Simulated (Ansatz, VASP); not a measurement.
# Two plane-wave programs on SiC

The input POSCAR:

```
SiC
1.0
    0.0000000000      2.2870522348      2.2325986101
    2.2870522348      0.0000000000      2.2325986101
    2.2870522348      2.2870522348      0.0000000000
Si C
1 1
Direct
    0.0000000000      0.0000000000      0.0000000000
    0.7500000000      0.7500000000      0.7500000000
```

Contents of INCAR.step1:

```
  PREC = Accurate
  ENCUT = 520
  ISMEAR = 0
  SIGMA = 0.05
  LREAL = False
  LASPH = True
  NELM = 60
  NBANDS = 11
  GGA = PE
  ALGO = Normal
  EDIFF = 1E-4
  LWAVE = True
  LCHARG = False
```

INCAR.step2

```
  PREC = Accurate
  ENCUT = 520
  EDIFF = 1E-6
  ISMEAR = 0
  SIGMA = 0.05
  LREAL = False
  LASPH = True
  NELM = 60
  ALGO = Normal
  ISIF = 2
  LWAVE = False
  LCHARG = False
  METAGGA = R2SCAN
  LMIXTAU = True
  NBANDS = 11
  ISTART = 1
```

KPOINTS

```
regular mesh
0
Gamma
  10 10 10
```

Input for Ansatz:

```yaml
crystal:
  lattice:
    - [0.0, 2.2870522348, 2.2325986101]
    - [2.2870522348, 0.0, 2.2325986101]
    - [2.2870522348, 2.2870522348, 0.0]
  atoms:
    - { symbol: Si, position: [0.0, 0.0, 0.0] }
    - { symbol: C, position: [0.75, 0.75, 0.75] }
basis:
  ecutwfc: 500
kpoints:
  mp_grid: { grid: [10, 10, 10] }
hamiltonian:
  xc: r2scan
scf:
  occupations: { method: gaussian, width: 0.05 }
output:
  forces: true
  stress: true
  eigenvalues: true
```

Change from the starting cell: strain +0.050 along x and y, +0.025 along z, atoms carried along.

Alike in both runs: task single point; functional r2SCAN; k mesh 10 × 10 × 10; occupations gaussian, width 0.05 eV; no spin polarisation.

```csv
,VASP,Ansatz
version,VASP 6.6.1,Ansatz 0.2.0
potentials or method,"VASP PAW PBE potentials, release 64 (Si, C)","scalar-relativistic, plane waves, PAW"
plane-wave cutoff (eV),520,500
valence electrons in the cell,8,8
```

|  | VASP | Ansatz | Ansatz less VASP |
| --- | --- | --- | --- |
| gap on the k mesh at the Fermi level (eV) | 1.55 | 1.54 | -0.008 |
| least direct gap on the mesh (eV) | 4.86 | 4.85 | -0.011 |
| pressure (GPa) | -21.9 | -21.9 | +0.08 |
| largest component of the traceless stress (GPa) | 4.11 | 4.10 | -0.013 |

Caveats: so large a pressure means that the cell lies far from this level's equilibrium, or that cutoff or potentials fall short (VASP); the potentials were made for another functional, which shifts forces and pressure (VASP). A k mesh can miss the band edges.
